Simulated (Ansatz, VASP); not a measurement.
# BN in VASP and in Ansatz

```xyz
4
Lattice="2.5043 0.0000 0.0000 -1.2522 2.1688 0.0000 0.0000 0.0000 7.0191" Properties=species:S:1:pos:R:3 pbc="T T T"
B     0.0000    1.4459    1.7548
B     1.2522    0.7229    5.2643
N     0.0000    1.4459    5.2643
N     1.2522    0.7229    1.7548
```

Alike in both runs: task single point; functional PBEsol; k mesh 12 × 12 × 4; occupations gaussian, width 0.05 eV; no spin polarisation.

|  | VASP | Ansatz |
| --- | --- | --- |
| version | VASP 6.6.1 | Ansatz 0.2.0 |
| potentials or method | VASP PAW PBE potentials, release 64 (B, N) | scalar-relativistic, plane waves, PAW |
| plane-wave cutoff (eV) | 520 | 420 |
| valence electrons in the cell | 16 | 16 |

|  | VASP | Ansatz | Ansatz less VASP |
| --- | --- | --- | --- |
| gap on the k mesh at the Fermi level (eV) | 4.26 | 4.27 | +0.010 |
| least direct gap on the mesh (eV) | 4.60 | 4.60 | +0.007 |
| pressure (GPa) | 0.3 | 0.0 | -0.29 |
| largest component of the traceless stress (GPa) | 0.40 | 0.02 | -0.372 |

The functional is the same, so the differences come from potentials, cutoffs and numerics.

Caveats: the PAW data sets were made with another functional, which shifts forces and pressure a little (VASP); this functional lacks dispersion, which binds the layers, so the pressure and a relaxed spacing across them are unreliable. A k mesh can miss the band edges.
